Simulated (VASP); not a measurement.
# InAs (F-43m) in VASP: settings compared, part 2 of 3

VASP 6.6.1. The steps go on from the part before.

### 3 Electric field gradients, PBEsol

Contents of INCAR:

```
SYSTEM = InAs
  PREC = Accurate
  ENCUT = 520
  EDIFF = 1E-8
  ISMEAR = -1
  SIGMA = 0.08
  LREAL = .FALSE.
  LASPH = .TRUE.
  NELM = 80
  ALGO = Normal
  ISIF = 2
  LWAVE = .FALSE.
  LCHARG = .FALSE.
  GGA = PS
  LEFG = .TRUE.
  NBANDS = 16
```

Contents of KPOINTS:

```
regular mesh
0
G
  10 10 10
  0 0 0
```

Contents of POSCAR:

```
InAs
1.0
    0.0000000000      3.0240000000      3.0240000000
    3.0240000000      0.0000000000      3.0240000000
    3.0240000000      3.0240000000      0.0000000000
In As
1 1
Direct
    0.0000000000      0.0000000000      0.0000000000
    0.7500000000      0.7500000000      0.7500000000
```

Potentials or basis: VASP PAW PBE potentials, release 64 (In_d, As).

Command:

```sh
cat potpaw_PBE.64/In_d/POTCAR potpaw_PBE.64/As/POTCAR > POTCAR
mpirun -np 1 vasp_std > vasp.out
```

OUTCAR:

```text
SYSTEM = InAs
   PREC = Accurate
   ENCUT = 520
   EDIFF = 1E-8
   ISMEAR = -1
   LREAL = .FALSE.
   LASPH = .TRUE.
   NELM = 80
   ISIF = 2
   GGA = PS

 ion  position               nearest neighbor table
   1  0.000  0.000  0.000-   2 2.62   2 2.62   2 2.62   2 2.62
   2  0.750  0.750  0.750-   1 2.62   1 2.62   1 2.62   1 2.62

  LATTYP: Found a face centered cubic cell.
 ALAT       =     6.0480000000

  Lattice vectors:

 A1 = (   0.0000000000,   3.0240000000,   3.0240000000)
 A2 = (   3.0240000000,   0.0000000000,   3.0240000000)
 A3 = (   3.0240000000,   3.0240000000,   0.0000000000)

Analysis of symmetry for initial positions (statically):
=====================================================================
 Subroutine PRICEL returns:
 Original cell was already a primitive cell.

 Routine SETGRP: Setting up the symmetry group for a
 face centered cubic supercell.

 Subroutine GETGRP returns: Found 24 space group operations
 (whereof 24 operations were pure point group operations)
 out of a pool of 48 trial point group operations.

The static configuration has the point symmetry T_d .

Analysis of symmetry for dynamics (positions and initial velocities):
=====================================================================
 Subroutine PRICEL returns:
 Original cell was already a primitive cell.

 Routine SETGRP: Setting up the symmetry group for a
 face centered cubic supercell.

 Subroutine GETGRP returns: Found 24 space group operations
 (whereof 24 operations were pure point group operations)
 out of a pool of 48 trial point group operations.

The dynamic configuration has the point symmetry T_d .

 Subroutine INISYM returns: Found 24 space group operations
 (whereof 24 operations are pure point group operations),
 and found     1 'primitive' translations

----------------------------------------------------------------------------------------

                                     Primitive cell

  volume of cell :      55.3064

  direct lattice vectors                    reciprocal lattice vectors
     0.000000000  3.024000000  3.024000000    -0.165343915  0.165343915  0.165343915
     3.024000000  0.000000000  3.024000000     0.165343915 -0.165343915  0.165343915
     3.024000000  3.024000000  0.000000000     0.165343915  0.165343915 -0.165343915

  length of vectors
     4.276581813  4.276581813  4.276581813     0.286384062  0.286384062  0.286384062

  position of ions in fractional coordinates (direct lattice)
     0.000000000  0.000000000  0.000000000
     0.750000000  0.750000000  0.750000000

  ion indices of the primitive-cell ions
   primitive index   ion index
                 1           1
                 2           2

----------------------------------------------------------------------------------------

 KPOINTS: regular mesh

Automatic generation of k-mesh.
 Grid dimensions read from file:
 generate k-points for:   10   10   10
[... 70 lines left out ...]
   ISIF   =      2    stress and relaxation
   ISYM   =      2    0-nonsym 1-usesym 2-fastsym
   POTIM  = 0.5000    time-step for ionic-motion
   TEBEG  =    0.0;   TEEND  =   0.0 temperature during run
   PSTRESS=    0.0 pullay stress
   NELECT =      18.0000    total number of electrons
   NUPDOWN=      -1.0000    fix difference up-down
   EMIN   =  10.00;   EMAX   =-10.00  energy-range for DOS
   EFERMI =   0.00;   METHOD = LEGACY
   ISMEAR =    -1;   SIGMA  =   0.08  broadening in eV -4-tet -1-fermi 0-gaus
   EFERMI_NEDOS =   21; number of points for ismear=-14 and -15
   IALGO  =     38    algorithm
   IMIX   =      4    mixing-type and parameters
     AMIX     =   0.40;   BMIX     =  1.00
     AMIX_MAG =   1.60;   BMIX_MAG =  1.00
  volume/ion in A,a.u.               =      27.65       186.61
  Fermi-wavevector in a.u.,A,eV,Ry     =   1.126092  2.128005 17.253320  1.268083
  Thomas-Fermi vector in A             =   2.262772
   LORBIT       =      0    0 simple, 1 ext, 2 COOP (PROOUT), +10 PAW based schemes
   GGA     = PS    functional components
   LHFCALC =     F    Hartree Fock is set to
   AEXX    =    0.0000 exact exchange contribution
   IVDW    =     0    specifies the selected vdW correction
   LEPSILON=     F    determine dielectric tensor
   LRPA    =     F    only Hartree local field effects (RPA)
 non-spin polarized calculation
  energy-cutoff  :      520.00
  volume of cell :       55.31
 maximum number of plane-waves:      1524
   NGX = 15   NGY = 15   NGZ = 15

 number of electron      17.9999990 magnetization

 Free energy of the ion-electron system (eV)
  ---------------------------------------------------
  ext. energy  EPLUGINS =         0.00000000
  ---------------------------------------------------
  free energy    TOTEN  =        -8.48570037 eV

  energy without entropy =       -8.48499116  energy(sigma->0) =       -8.48534576

 E-fermi :   4.5332     XC(G=0):  -9.2820

 val. band max:        4.3680335020   @ k =   0.0000   0.0000   0.0000
 cond. band min:       5.2410133559   @ k =   0.5000   0.0000   0.0000
 fundamental gap:      0.8729798539
 Fermi energy:         4.5331686633

 k-point     1 :       0.0000    0.0000    0.0000
  band No.  band energies     occupation
      1      -9.9636      2.00000
      2      -9.9636      2.00000
      3      -9.9636      2.00000
      4      -9.8358      2.00000
      5      -9.8358      2.00000
      6      -7.5192      2.00000
[... 433 lines left out ...]
      3      -9.9003      2.00000
      4      -9.8631      2.00000
      5      -9.8184      2.00000
      6      -6.0495      2.00000
[... 8 lines left out ...]
     15      15.4293      0.00000
     16      16.3300      0.00000

 [... further k-points ...]

------------------------ aborting loop because EDIFF is reached ----------------------------------------

  FORCE on cell =-STRESS in cart. coord.  units (eV):
  Direction    XX          YY          ZZ          XY          YZ          ZX
  --------------------------------------------------------------------------------------
  -------------------------------------------------------------------------------------
  Total        0.4229895      0.4229895      0.4229895     -0.0000000     -0.0000000      0.0000000
  in kB       12.2536305     12.2536305     12.2536305     -0.0000000     -0.0000000      0.0000000
  external PRESSURE =      12.2536305 kB  Pullay stress =       0.0000000 kB

 VOLUME and BASIS-vectors are now :
 -----------------------------------------------------------------------------
  energy-cutoff  :      520.00
  volume of cell :       55.31
      direct lattice vectors                 reciprocal lattice vectors
     0.000000000  3.024000000  3.024000000    -0.165343915  0.165343915  0.165343915
     3.024000000  0.000000000  3.024000000     0.165343915 -0.165343915  0.165343915
     3.024000000  3.024000000  0.000000000     0.165343915  0.165343915 -0.165343915

 POSITION                                       TOTAL-FORCE (eV/Angst)
 -----------------------------------------------------------------------------------
      0.00000      0.00000      0.00000         0.000000     -0.000000      0.000000
      4.53600      4.53600      4.53600        -0.000000      0.000000     -0.000000
 -----------------------------------------------------------------------------------
    total drift:                                0.000000      0.000000      0.000000

  FREE ENERGIE OF THE ION-ELECTRON SYSTEM (eV)
  ---------------------------------------------------
  free  energy   TOTEN  =        -8.4857003656 eV

  energy  without entropy=       -8.4849911568  energy(sigma->0) =       -8.48534576

 Electric field gradients (V/A^2)
---------------------------------------------------------------------
 ion       V_xx      V_yy      V_zz      V_xy      V_xz      V_yz
---------------------------------------------------------------------
   1      -0.000    -0.000     0.000    -0.000    -0.000    -0.000
   2       0.000    -0.000    -0.000     0.000     0.000     0.000
---------------------------------------------------------------------

 Electric field gradients after diagonalization (V/A^2)
 (convention: |V_zz| > |V_xx| > |V_yy|)
----------------------------------------------------------------------
 ion       V_xx      V_yy      V_zz     asymmetry (V_yy - V_xx)/ V_zz
----------------------------------------------------------------------
   1       0.000     0.000    -0.001       0.000
   2      -0.000    -0.000     0.000       0.000
----------------------------------------------------------------------

           NMR quadrupolar parameters

 Cq : quadrupolar parameter    Cq=e*Q*V_zz/h
 eta: asymmetry parameters     (V_yy - V_xx)/ V_zz
 Q  : nuclear electric quadrupole moment in mb (millibarn)
----------------------------------------------------------------------
 ion       Cq(MHz)       eta       Q (mb)
----------------------------------------------------------------------
   1      -0.000       0.000       1.000
   2       0.000       0.000       1.000
----------------------------------------------------------------------
```

OSZICAR:

```text
N       E                     dE             d eps       ncg     rms          rms(c)
DAV:   1     0.111577332747E+03    0.11158E+03   -0.82853E+03  1528   0.122E+03
DAV:   2    -0.137026159433E+01   -0.11295E+03   -0.10802E+03  1712   0.300E+02
DAV:   3    -0.858917540955E+01   -0.72189E+01   -0.71847E+01  1888   0.733E+01
DAV:   4    -0.877629688059E+01   -0.18712E+00   -0.18707E+00  2000   0.129E+01
DAV:   5    -0.878366455676E+01   -0.73677E-02   -0.73676E-02  2152   0.211E+00    0.447E+00
DAV:   6    -0.851929870719E+01    0.26437E+00   -0.38368E-01  2360   0.114E+01    0.246E+00
DAV:   7    -0.848692920699E+01    0.32370E-01   -0.10693E-01  2136   0.326E+00    0.683E-01
DAV:   8    -0.848538144911E+01    0.15478E-02   -0.13096E-02  1928   0.129E+00    0.208E-01
DAV:   9    -0.848561011704E+01   -0.22867E-03   -0.88448E-04  1888   0.255E-01    0.115E-01
DAV:  10    -0.848568229606E+01   -0.72179E-04   -0.12999E-04  2232   0.168E-01    0.684E-02
DAV:  11    -0.848570059824E+01   -0.18302E-04   -0.49236E-05  1752   0.100E-01    0.464E-02
DAV:  12    -0.848570031922E+01    0.27902E-06   -0.49022E-06  1824   0.234E-02    0.717E-03
DAV:  13    -0.848570039695E+01   -0.77731E-07   -0.11117E-06  1968   0.532E-03    0.301E-03
DAV:  14    -0.848570030292E+01    0.94029E-07   -0.64294E-08  1904   0.260E-03    0.130E-03
DAV:  15    -0.848570034467E+01   -0.41754E-07   -0.22898E-09  1368   0.573E-04    0.479E-04
DAV:  16    -0.848570036158E+01   -0.16907E-07   -0.10298E-09  1008   0.240E-04    0.111E-04
DAV:  17    -0.848570036562E+01   -0.40372E-08   -0.61528E-10   904   0.151E-04
   1 F= -.84857004E+01 E0= -.84853458E+01  d E =-.709209E-03
```

Run time: 24 s. Hardware: 1 thread of Intel Xeon 6975P-C, shared host; peak memory 0.2 GiB.

Results:

```yaml
Free_energy: -8.4857 eV
Pressure: 1.2 GPa
Band_gap_on_the_k_mesh: zero (filled and empty bands touch)
```

Caveat: without QUAD_EFG the Cq values of the log hold for a quadrupole moment of 1 mb, not for the nuclei; the PAW data sets were made with another functional, which shifts forces and pressure a little; spin-orbit coupling is left out, which moves the levels of the heavy elements.

### 4 Electric field gradients, r2SCAN

POSCAR is that of step 3.

Contents of INCAR.step1:

```
SYSTEM = InAs
PREC = Accurate
ENCUT = 520
ISMEAR = -1
SIGMA = 0.08
LREAL = .False.
LASPH = .True.
NELM = 60
NBANDS = 16
GGA = PE
ALGO = Normal
EDIFF = 1E-4
LWAVE = .True.
LCHARG = .False.
```

Contents of INCAR.step2:

```
SYSTEM = InAs
PREC = Accurate
ENCUT = 520
EDIFF = 1E-8
ISMEAR = -1
SIGMA = 0.08
LREAL = .False.
LASPH = .True.
NELM = 60
ALGO = Normal
ISIF = 2
LWAVE = .False.
LCHARG = .False.
METAGGA = R2SCAN
LMIXTAU = .True.
LEFG = .True.
NBANDS = 16
ISTART = 1
```

Contents of KPOINTS:

```
regular mesh
0
Gamma
  10 10 10
  0 0 0
```

Potentials or basis: VASP PAW PBE potentials, release 64 (In_d, As).

Command:

```sh
cat potpaw_PBE.64/In_d/POTCAR potpaw_PBE.64/As/POTCAR > POTCAR
cp INCAR.step1 INCAR
mpirun -np 1 vasp_std > vasp.out
cp INCAR.step2 INCAR
mpirun -np 1 vasp_std > vasp.out
```

OUTCAR:

```text
SYSTEM = InAs
   PREC = Accurate
   ENCUT = 520
   EDIFF = 1E-8
   ISMEAR = -1
   LREAL = .False.
   LASPH = .True.
   NELM = 60
   ISIF = 2
   METAGGA = R2SCAN
   ISTART = 1

 ion  position               nearest neighbor table
   1  0.000  0.000  0.000-   2 2.62   2 2.62   2 2.62   2 2.62
   2  0.750  0.750  0.750-   1 2.62   1 2.62   1 2.62   1 2.62

  LATTYP: Found a face centered cubic cell.
 ALAT       =     6.0480000000

  Lattice vectors:

 A1 = (   0.0000000000,   3.0240000000,   3.0240000000)
 A2 = (   3.0240000000,   0.0000000000,   3.0240000000)
 A3 = (   3.0240000000,   3.0240000000,   0.0000000000)

Analysis of symmetry for initial positions (statically):
=====================================================================
 Subroutine PRICEL returns:
 Original cell was already a primitive cell.

 Routine SETGRP: Setting up the symmetry group for a
 face centered cubic supercell.

 Subroutine GETGRP returns: Found 24 space group operations
 (whereof 24 operations were pure point group operations)
 out of a pool of 48 trial point group operations.

The static configuration has the point symmetry T_d .

Analysis of symmetry for dynamics (positions and initial velocities):
=====================================================================
 Subroutine PRICEL returns:
 Original cell was already a primitive cell.

 Routine SETGRP: Setting up the symmetry group for a
 face centered cubic supercell.

 Subroutine GETGRP returns: Found 24 space group operations
 (whereof 24 operations were pure point group operations)
 out of a pool of 48 trial point group operations.

The dynamic configuration has the point symmetry T_d .
[... 157 lines left out ...]
      3     -10.5796      2.00000
      4     -10.4318      2.00000
      5     -10.4318      2.00000
      6      -8.0298      2.00000
[... 433 lines left out ...]
      3     -10.5120      2.00000
      4     -10.4597      2.00000
      5     -10.4134      2.00000
      6      -6.4983      2.00000
[... 8 lines left out ...]
     15      15.9260      0.00000
     16      17.0167      0.00000

 [... further k-points ...]

------------------------ aborting loop because EDIFF is reached ----------------------------------------

  FORCE on cell =-STRESS in cart. coord.  units (eV):
  Direction    XX          YY          ZZ          XY          YZ          ZX
  --------------------------------------------------------------------------------------
  -------------------------------------------------------------------------------------
  Total        0.6457687      0.6457687      0.6457687      0.0000000      0.0000000      0.0000000
  in kB       18.7073477     18.7073477     18.7073477      0.0000000      0.0000000      0.0000000
  external PRESSURE =      18.7073477 kB  Pullay stress =       0.0000000 kB

 VOLUME and BASIS-vectors are now :
 -----------------------------------------------------------------------------
  energy-cutoff  :      520.00
  volume of cell :       55.31
      direct lattice vectors                 reciprocal lattice vectors
     0.000000000  3.024000000  3.024000000    -0.165343915  0.165343915  0.165343915
     3.024000000  0.000000000  3.024000000     0.165343915 -0.165343915  0.165343915
     3.024000000  3.024000000  0.000000000     0.165343915  0.165343915 -0.165343915

 POSITION                                       TOTAL-FORCE (eV/Angst)
 -----------------------------------------------------------------------------------
      0.00000      0.00000      0.00000         0.000000     -0.000000     -0.000000
      4.53600      4.53600      4.53600         0.000000      0.000000      0.000000
 -----------------------------------------------------------------------------------
    total drift:                                0.000003      0.000003      0.000003

  FREE ENERGIE OF THE ION-ELECTRON SYSTEM (eV)
  ---------------------------------------------------
  free  energy   TOTEN  =       -38.0515953301 eV

  energy  without entropy=      -38.0511134188  energy(sigma->0) =      -38.05135437

 Electric field gradients (V/A^2)
---------------------------------------------------------------------
 ion       V_xx      V_yy      V_zz      V_xy      V_xz      V_yz
---------------------------------------------------------------------
   1       0.000    -0.000     0.000    -0.000    -0.000    -0.000
   2      -0.000     0.000    -0.000     0.000     0.000     0.000
---------------------------------------------------------------------

 Electric field gradients after diagonalization (V/A^2)
 (convention: |V_zz| > |V_xx| > |V_yy|)
----------------------------------------------------------------------
 ion       V_xx      V_yy      V_zz     asymmetry (V_yy - V_xx)/ V_zz
----------------------------------------------------------------------
   1       0.000     0.000    -0.001       0.000
   2      -0.000    -0.000     0.000       0.000
----------------------------------------------------------------------

           NMR quadrupolar parameters

 Cq : quadrupolar parameter    Cq=e*Q*V_zz/h
 eta: asymmetry parameters     (V_yy - V_xx)/ V_zz
 Q  : nuclear electric quadrupole moment in mb (millibarn)
----------------------------------------------------------------------
 ion       Cq(MHz)       eta       Q (mb)
----------------------------------------------------------------------
   1      -0.000       0.000       1.000
   2       0.000       0.000       1.000
----------------------------------------------------------------------
```

Run time: 2 min. Hardware: 1 thread of Intel Xeon 6975P-C, shared host; peak memory 0.21 GiB.

What came out:

| Quantity | Value |
| --- | --- |
| Free energy | -38.0516 eV |
| Pressure | 1.9 GPa |
| Band gap on the k mesh | 0.25 eV, direct |

Levels at points of the mesh, in eV from the valence-band top:
```tsv
k point	band 5	band 6	band 7	band 8	band 9	band 10	band 11	band 12	band 13	band 14
(0.00, 0.00, 0.00)	-14.70	-12.30	0.00	0.00	0.00	0.25	4.27	4.27	4.27	8.07
(0.50, 0.00, 0.00)	-14.69	-10.75	-5.88	-1.02	-1.02	1.32	5.05	5.05	7.29	9.67
(0.50, 0.50, 0.00)	-14.67	-10.19	-5.93	-2.39	-2.39	1.83	2.36	9.84	9.95	9.95
```

Caveat: without QUAD_EFG the Cq values of the log hold for a quadrupole moment of 1 mb, not for the nuclei; the PAW data sets were made with another functional, which shifts forces and pressure a little; spin-orbit coupling is left out, which moves the levels of the heavy elements.

(Part 2 of 3 ends here.)
